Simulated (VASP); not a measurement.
# VN: the relaxed cell at several levels, part 2 of 2

Which functional gives the lattice of VN as experiment finds it, and is a dearer one worth its cost? The start is a cell from a database of measured crystal structures.

VASP 6.6.1, plane waves and PAW; the level of theory is named at each step.

Still holding for the runs below: The k-mesh is coarse for a metal.

So far. Step 2 (Relaxation with PBE): It ends with forces that vanish by symmetry and a pressure of 0.04 GPa. The volume lies -0.9 % from that of the database's start, which holds the thermal and zero-point expansion of its experiment. The conventional cell has a = 4.121 Å.

## 3. Relaxation with LDA

This step: LDA, spin-polarised from a ferromagnetic start (one magnetic atom a cell); plane waves and PAW (V_sv, N) (VASP 6.6.1).

LDA, the lowest rung, knows the local density alone.

Input file INCAR:

```
SYSTEM = VN
PREC = Accurate
ENCUT = 560
EDIFF = 1E-06
NELM = 100
ISMEAR = -1
SIGMA = 0.05
LREAL = .FALSE.
ALGO = Normal
GGA = CA
NBANDS = 16
ISPIN = 2
MAGMOM = 2 0
LMAXMIX = 4
LORBIT = 11
LWAVE = .FALSE.
LCHARG = .FALSE.
KPAR = 2
IBRION = 2
NSW = 60
ISIF = 3
EDIFFG = -0.01
```

Input file POSCAR:

```
VN
1.0
    0.0000000000      2.0664000000      2.0664000000
    2.0664000000      0.0000000000      2.0664000000
    2.0664000000      2.0664000000      0.0000000000
V N
1 1
Direct
    0.5000000000      0.5000000000      0.5000000000
    0.0000000000      0.0000000000      0.0000000000
```

Input file KPOINTS:

```
Automatic mesh
0
Gamma
9 9 9
0 0 0
```

PAW data sets: V_sv and N (PBE family, release 64).

Command:

```bash
mpirun -np 2 vasp_std
```

Log:

```text
[banner, memory and clock lines left out]
running    2 mpi-ranks, on    1 nodes
 distrk:  each k-point on    1 cores,    2 groups
 distr:  one band on    1 cores,    1 groups

 POSCAR found type information on POSCAR V N
 POSCAR found :  2 types and       2 ions
|                                                                             |
|               ----> ADVICE to this user running VASP <----                  |
|                                                                             |
|     You enforced a specific xc type in the INCAR file but a different       |
|     [... a line on the potential file left out ...]
|     I HOPE YOU KNOW WHAT YOU ARE DOING!                                     |
|                                                                             |

 LDA part: xc-table for (Slater(with rela. corr.)+CA(PZ))
 , standard interpolation
 POSCAR, INCAR and KPOINTS ok, starting setup
 FFT: planning ... GRIDC
 FFT: planning ... GRID_SOFT
 FFT: planning ... GRID
 WAVECAR not read
 entering main loop
       N       E                     dE             d eps       ncg     rms          rms(c)
DAV:   1     0.160330152143E+03    0.16033E+03   -0.11589E+04  2256   0.139E+03
DAV:   2    -0.210708859769E+02   -0.18140E+03   -0.17320E+03  2440   0.390E+02
DAV:   3    -0.262297118332E+02   -0.51588E+01   -0.51132E+01  2424   0.719E+01
DAV:   4    -0.262603517625E+02   -0.30640E-01   -0.30635E-01  2744   0.590E+00
DAV:   5    -0.262605633255E+02   -0.21156E-03   -0.21156E-03  2432   0.477E-01    0.317E+01
DAV:   6    -0.226650669084E+02    0.35955E+01   -0.22125E+01  2832   0.597E+01    0.101E+01
DAV:   7    -0.216873590147E+02    0.97771E+00   -0.68301E+00  2664   0.295E+01    0.997E+00
DAV:   8    -0.215041941369E+02    0.18316E+00   -0.78687E-01  2280   0.113E+01    0.159E+00
DAV:   9    -0.214932327214E+02    0.10961E-01   -0.41022E-02  2296   0.249E+00    0.747E-01
DAV:  10    -0.214922035484E+02    0.10292E-02   -0.48063E-03  2472   0.769E-01    0.281E-01
DAV:  11    -0.214915959246E+02    0.60762E-03   -0.15456E-03  2280   0.508E-01    0.109E-01
DAV:  12    -0.214915997678E+02   -0.38432E-05   -0.14013E-04  2328   0.131E-01    0.418E-02
DAV:  13    -0.214916006384E+02   -0.87066E-06   -0.66955E-06  2304   0.302E-02
   1 F= -.21491601E+02 E0= -.21482592E+02  d E =-.214916E+02  mag=    -0.0018
 curvature:   0.00 expect dE= 0.000E+00 dE for cont linesearch  0.000E+00
 trial: gam= 0.00000 g(F)=  0.480E-59 g(S)=  0.355E+00 ort = 0.000E+00 (trialstep = 0.100E+01)
 search vector abs. value=  0.355E+00
 bond charge predicted
       N       E                     dE             d eps       ncg     rms          rms(c)
DAV:   1    -0.268117175000E+02   -0.53201E+01   -0.10487E+02  2240   0.141E+02    0.347E+01
DAV:   2    -0.221489089902E+02    0.46628E+01   -0.16184E+01  2240   0.594E+01    0.652E+00
DAV:   3    -0.215414256784E+02    0.60748E+00   -0.16795E+00  2752   0.143E+01    0.461E+00
DAV:   4    -0.213659303784E+02    0.17550E+00   -0.76074E-01  2240   0.118E+01    0.304E+00
DAV:   5    -0.213550155990E+02    0.10915E-01   -0.48796E-02  2272   0.328E+00    0.592E-01
DAV:   6    -0.213522124312E+02    0.28032E-02   -0.98878E-03  2400   0.139E+00    0.687E-02
DAV:   7    -0.213522106032E+02    0.18280E-05   -0.37827E-04  2272   0.277E-01    0.514E-02
DAV:   8    -0.213521926987E+02    0.17904E-04   -0.37297E-05  2480   0.815E-02    0.180E-02
DAV:   9    -0.213521921591E+02    0.53958E-06   -0.31270E-06  2272   0.167E-02
   2 F= -.21352192E+02 E0= -.21344237E+02  d E =0.139408E+00  mag=    -0.0000
[...]
3 F= -.21562905E+02 E0= -.21554358E+02  d E =-.713047E-01  mag=     0.0000
 curvature:  -0.17 expect dE=-0.691E-04 dE for cont linesearch -0.691E-04
 ZBRENT: interpolating
 opt :   0.3888  next Energy=   -21.562970 (dE=-0.714E-01)
 bond charge predicted
       N       E                     dE             d eps       ncg     rms          rms(c)
DAV:   1    -0.215636319459E+02   -0.72644E-03   -0.12594E-02  2240   0.161E+00    0.350E-01
DAV:   2    -0.215631678761E+02    0.46407E-03   -0.28793E-03  2240   0.751E-01    0.104E-01
DAV:   3    -0.215629908199E+02    0.17706E-03   -0.43058E-04  2840   0.249E-01    0.499E-02
DAV:   4    -0.215629702310E+02    0.20589E-04   -0.85158E-05  2256   0.113E-01    0.219E-02
DAV:   5    -0.215629691329E+02    0.10981E-05   -0.44895E-06  2272   0.260E-02    0.695E-03
DAV:   6    -0.215629687639E+02    0.36900E-06   -0.85886E-07  1232   0.105E-02
   4 F= -.21562969E+02 E0= -.21554433E+02  d E =-.713681E-01  mag=    -0.0000
 curvature:  -0.16 expect dE=-0.319E-06 dE for cont linesearch -0.319E-06
 trial: gam=-0.00239 g(F)=  0.180E-61 g(S)=  0.204E-05 ort = 0.850E-03 (trialstep = 0.878E+00)
 search vector abs. value=  0.112E-09
 reached required accuracy - stopping structural energy minimisation
```

The job ended after 40 s (2 MPI ranks of AMD EPYC 7R43, shared host; peak memory 0.23 GiB; 77 s of CPU time).

Parts of OUTCAR (step 3):

```text
The static configuration has the point symmetry O_h .

 Found     35 irreducible k-points:

   NELECT =      18.0000    total number of electrons

 E-fermi :  12.3763

 spin component 1
 k-point     1 :       0.0000    0.0000    0.0000
  band No.  band energies     occupation
    ...
      9      10.7589      1.00000
     10      10.7589      1.00000
     11      10.7589      1.00000
     12      11.8848      0.99995
     13      11.8848      0.99995
     14      19.2420      0.00000
     15      26.5999      0.00000
     16      33.0604      0.00000

 k-point     2 :       0.1111    0.0000    0.0000
  band No.  band energies     occupation
    ...
      7       8.9642      1.00000
      8       8.9642      1.00000
      9      11.0862      1.00000
     10      11.0862      1.00000
     11      11.5671      1.00000
     12      13.1535      0.00000
     13      13.1535      0.00000
     14      19.8181      0.00000
     15      26.5746      0.00000
     16      32.7052      0.00000

 k-point     3 :       0.2222    0.0000    0.0000
  band No.  band energies     occupation
    ...
      7       7.5795      1.00000
      8       7.5795      1.00000
      9      11.6955      1.00000
     10      11.6955      1.00000
     11      12.2868      0.85702
     12      15.0324      0.00000
     13      15.0324      0.00000
     14      20.7760      0.00000
     15      26.0796      0.00000
     16      31.2818      0.00000

 k-point     4 :       0.3333    0.0000    0.0000
  band No.  band energies     occupation
    ...
      4     -26.2668      1.00000
      5      -3.6326      1.00000
      6       4.6641      1.00000
      7       6.5792      1.00000
      8       6.5792      1.00000
      9      12.4567      0.16697
     10      12.4567      0.16697
     11      13.0921      0.00000
     12      16.6725      0.00000
     13      16.6725      0.00000
    ...

  Total       -0.0053038     -0.0053038     -0.0053038      0.0000000      0.0000000      0.0000000
  in kB       -0.5128228     -0.5128228     -0.5128228      0.0000000      0.0000000      0.0000000
  external PRESSURE =      -0.5128228 kB  Pullay stress =       0.0000000 kB

  energy-cutoff  :      560.00
  volume of cell :       16.57
      direct lattice vectors                 reciprocal lattice vectors
     0.000000000  2.023486997  2.023486997    -0.247098203  0.247098203  0.247098203
     2.023486997 -0.000000000  2.023486997     0.247098203 -0.247098203  0.247098203
     2.023486997  2.023486997  0.000000000     0.247098203  0.247098203 -0.247098203

 POSITION                                       TOTAL-FORCE (eV/Angst)
 -----------------------------------------------------------------------------------
      2.02349      2.02349      2.02349        -0.000000      0.000000      0.000000
      2.02349      2.02349      0.00000         0.000000     -0.000000     -0.000000
 -----------------------------------------------------------------------------------
    total drift:                                0.000000     -0.000000      0.000000

  FREE ENERGIE OF THE ION-ELECTRON SYSTEM (eV)
  ---------------------------------------------------
  free  energy   TOTEN  =       -21.5629687639 eV

  energy  without entropy=      -21.5458978231  energy(sigma->0) =      -21.55443329

 total charge
# of ion       s       p       d       tot
------------------------------------------
    1        2.257   6.320   3.259  11.836
    2        1.230   2.533   0.000   3.763
--------------------------------------------------
tot          3.487   8.852   3.259  15.599

 magnetization (x)
# of ion       s       p       d       tot
------------------------------------------
    1       -0.000  -0.000  -0.000  -0.000
    2       -0.000  -0.000   0.000  -0.000
--------------------------------------------------
tot         -0.000  -0.000  -0.000  -0.000

[... 8 parts as in an earlier step ...]

[... 4 further parts left out ...]
```

The PAW data sets were made with PBE, though LDA sets exist; this is a small mismatch.

Relaxation path:

| step | energy less that of the first step (eV) | largest force (eV/Å) | pressure (GPa) | volume (Å³) |
| --- | --- | --- | --- | --- |
| 1 | 0.0000 | 0.0000 | -20.10 | 17.65 |
| 2 | 0.1394 | 0.0000 | 46.20 | 14.97 |
| 3 | -0.0713 | 0.0000 | -0.73 | 16.60 |
| 4 | -0.0714 | 0.0000 | -0.05 | 16.57 |

| conventional cell, symmetrised | before | after | change |
| --- | --- | --- | --- |
| a (Å) | 4.133 | 4.047 | -2.1 % |
| b (Å) | 4.133 | 4.047 | -2.1 % |
| c (Å) | 4.133 | 4.047 | -2.1 % |
| volume (Å³/atom) | 8.82 | 8.29 | -6.1 % |

The relaxed structure:

```cif
data_structure
_symmetry_space_group_name_H-M 'P 1'
_symmetry_Int_Tables_number 1
_cell_length_a 2.8616
_cell_length_b 2.8616
_cell_length_c 2.8616
_cell_angle_alpha 60.000
_cell_angle_beta 60.000
_cell_angle_gamma 60.000
_cell_volume 16.57
loop_
_atom_site_label
_atom_site_type_symbol
_atom_site_fract_x
_atom_site_fract_y
_atom_site_fract_z
_atom_site_occupancy
V1 V 0.50000 0.50000 0.50000 1
N2 N 0.00000 0.00000 0.00000 1
```

This step gave:

```yaml
free_energy_toten: -21.56 eV
energy_at_zero_smearing: -21.55 eV
fermi_energy: 12.38 eV
pressure: -0.05128 GPa
scf_cycles_over_all_ionic_steps: 38
```

The spin moment in the PAW sphere vanishes on all atoms.

It ends at 8.285 Å³/atom, -6.1 % from the start, with -0.05 GPa left. The conventional cell has a = 4.047 Å.

## 4. Relaxation with PBE + D3(BJ)

This step: PBE with D3(BJ), spin-polarised from a ferromagnetic start (one magnetic atom a cell); plane waves and PAW (V_sv, N) (VASP 6.6.1).

A dispersion term adds the long-range attraction that semilocal functionals lack. D3 with Becke-Johnson damping keeps a finite attraction at short range.

Changes to INCAR since step 3:

```diff
@@ -9,3 +9,4 @@
 ALGO = Normal
-GGA = CA
+GGA = PE
+IVDW = 12
 NBANDS = 16
```

POSCAR is that of step 3.

KPOINTS is that of step 3.

Command:

```bash
mpirun -np 2 vasp_std
```

Log:

```text
[... set-up lines as in an earlier step ...]
 entering main loop
       N       E                     dE             d eps       ncg     rms          rms(c)
[... 14 cycles as in an earlier step ...]
   1 F= -.20210701E+02 E0= -.20201911E+02  d E =-.202107E+02  mag=     0.0545
[...]
2 F= -.20176390E+02 E0= -.20168129E+02  d E =0.343112E-01  mag=     0.0040
[...]
3 F= -.20233985E+02 E0= -.20225343E+02  d E =-.232843E-01  mag=     0.0028
[...]
4 F= -.20233984E+02 E0= -.20225341E+02  d E =-.232831E-01  mag=     0.0021
[...]
reached required accuracy - stopping structural energy minimisation
```

Run time: 64 s. Hardware: 2 MPI ranks; peak memory 0.27 GiB; 2.1 min of CPU time.

Parts of OUTCAR (step 4):

```text
 Edisp (eV)   -0.94528

 Edisp (eV)   -0.94638

  Total       0.01284     0.01284     0.01284     0.00000    -0.00000     0.00000
  in kB       1.21019     1.21019     1.21019     0.00000    -0.00000     0.00000
  external pressure =        1.21 kB  Pullay stress =        0.00 kB

 POSITION                                       TOTAL-FORCE (eV/Angst)
 -----------------------------------------------------------------------------------
      2.04083      2.04083      2.04083         0.000000      0.000000     -0.000000
      0.00000      0.00000      0.00000         0.000000     -0.000000      0.000000
 -----------------------------------------------------------------------------------
    total drift:                                0.000000     -0.000000      0.000000

  FREE ENERGIE OF THE ION-ELECTRON SYSTEM (eV)
  ---------------------------------------------------
  free  energy   TOTEN  =       -20.2339840996 eV

  energy  without entropy=      -20.2166977528  energy(sigma->0) =      -20.22534093

 magnetization (x)
# of ion       s       p       d       tot
------------------------------------------
    1        0.000   0.000   0.002   0.002
    2        0.000  -0.000   0.000  -0.000
--------------------------------------------------
tot          0.000   0.000   0.002   0.002

[... 2 parts as in an earlier step ...]

[... 2 further parts left out ...]
[key lines of the parts left out:]
E-fermi :  12.3466
```

Step by step:

| step | energy less that of the first step (eV) | largest force (eV/Å) | pressure (GPa) | volume (Å³) |
| --- | --- | --- | --- | --- |
| 1 | 0.0000 | 0.0000 | -11.43 | 17.65 |
| 2 | 0.0343 | 0.0000 | 21.08 | 16.09 |
| 3 | -0.0233 | 0.0000 | -0.41 | 17.02 |
| 4 | -0.0233 | 0.0000 | 0.12 | 17.00 |

| conventional cell, symmetrised | before | after | change |
| --- | --- | --- | --- |
| a (Å) | 4.133 | 4.082 | -1.2 % |
| b (Å) | 4.133 | 4.082 | -1.2 % |
| c (Å) | 4.133 | 4.082 | -1.2 % |
| volume (Å³/atom) | 8.82 | 8.50 | -3.7 % |

The relaxed structure:

```xyz
2
Lattice="0.0000 2.0408 2.0408 2.0408 0.0000 2.0408 2.0408 2.0408 0.0000" Properties=species:S:1:pos:R:3 pbc="T T T"
V     2.0408    2.0408    2.0408
N     0.0000    0.0000    0.0000
```

It ends at 8.500 Å³/atom, -3.7 % from the start, with 0.12 GPa left. The conventional cell has a = 4.082 Å. Against plain PBE, the dispersion term moves a by -0.9 %.

## 5. The cells as a table

This step: relaxed cells at several levels; plane waves and PAW (VASP 6.6.1).

This step runs nothing: it gathers the runs above.

Lengths are those of the conventional cell; cost is the wall time of each run, as given at its step, times its ranks, without the set-up around it. Results by level, by row:

| level | volume (Å³/atom) | change from the start (%) | a (Å) | largest site moment (μB) | cost (core minutes) |
| --- | --- | --- | --- | --- | --- |
| PBE | 8.75 | -0.9 | 4.121 | 0.033 | 1.03 |
| LDA | 8.29 | -6.1 | 4.047 | 0 | 1.33 |
| PBE + D3(BJ) | 8.5 | -3.7 | 4.082 | 0.002 | 2.13 |

## 6. Results

```
volume, PBE          : 8.746 Å³/atom
volume, LDA          : 8.285 Å³/atom
volume, PBE + D3(BJ) : 8.500 Å³/atom
```

In words: For VN the levels give volumes between 8.285 Å³/atom (LDA) and 8.746 Å³/atom (PBE), a spread of 5.6 %, while the cost of the finished runs spans a factor of 2.1. Against the volume of the start, a cell from experiment, PBE comes nearest (-0.9 %) and LDA lies farthest (-6.1 %); thermal expansion is in that cell alone. Within 2 % of it: PBE. The costs hold the number of ionic steps as well as the price of the functional. All runs lost the moments they were started with, so they describe a non-magnetic state; an order that doesn't fit this cell would change the volume. Adding D3(BJ) to PBE changes the volume by -2.8 % (a by -0.9 %). Within 0.02 Å all end in space group Fm-3m; the runs can't lower the symmetry of the start. The k-sampling is coarse for a metal, so the Fermi level, moments, pressures and the shape of the cell carry errors. Only the typed magnetic starts were tried, so the magnetic ground state may differ and with it the other results. Each is a single relaxation on the plane waves of the start cell, so larger changes of volume carry a basis-set error that was not tested here. Zero-point and thermal expansion are not included.

[Lines on the potential files, build, host, timing and source positions are cut from VASP's logs without a mark.]

[Logs are printed without paths, hosts, clocks, repeated set-up lines and the standing remarks that a program may print on its own settings, such as how far it seeks lower states.]

[Hosts, paths, dates, database ids (printed as entryN), source tags and the programs' standing remarks are cut or masked in the printed files.]

[A measured line is paired with the nearest computed mode of its activity, which favours agreement.]

[In band tables of VASP the shares of atoms and orbitals are scaled to a sum of 1 inside the atoms' spheres.]
